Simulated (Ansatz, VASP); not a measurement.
## BAs5: VASP beside Ansatz

```
B As
1.0
     2.52399   -5.33563    0.00000
     2.52399    5.33563    0.00000
     0.00000    0.00000    4.40910
B As
1 5
Cartesian
  0.0000 0.0000 0.0000
  2.5240 1.2986 0.0000
  2.5240 -1.2986 0.0000
  2.5240 0.0000 2.2046
  2.5240 -4.1203 2.2046
  2.5240 4.1203 2.2046
```

Change from the starting cell: species swapped into the HfPd5 type (Cmmm, No. 65).

Alike in both runs: functional PBE; k mesh 4 × 4 × 4; occupations gaussian, width 0.1 eV; no spin polarisation.

Ansatz relaxed the structure, and its values are those at the end. VASP's run is a single point on that final structure, the one shown.

|  | VASP | Ansatz |
| --- | --- | --- |
| version | VASP 6.6.1 | Ansatz 0.2.0 |
| potentials or method | VASP PAW PBE potentials, release 64 (B, As) | scalar-relativistic, plane waves, PAW |
| plane-wave cutoff (eV) | 520 | 420 |
| valence electrons in the cell | 28 | 78 |

VASP gave:

| Item | Value |
| --- | --- |
| gap on the k mesh at the Fermi level (eV) | none |
| pressure (GPa) | 0.3 |
| rms of the force components (eV/Å) | 0.022 |

Problem. What did Ansatz give for the same quantities?

Solution. gap on the k mesh at the Fermi level (eV): none; pressure (GPa): 0.1; rms of the force components (eV/Å): 0.005.

A gap of «none» marks a metal or a gap that the smearing closes. With one functional, cell and mesh, what is left measures potentials, basis and numerics. The two sets of potentials don't hold the same shells in valence.
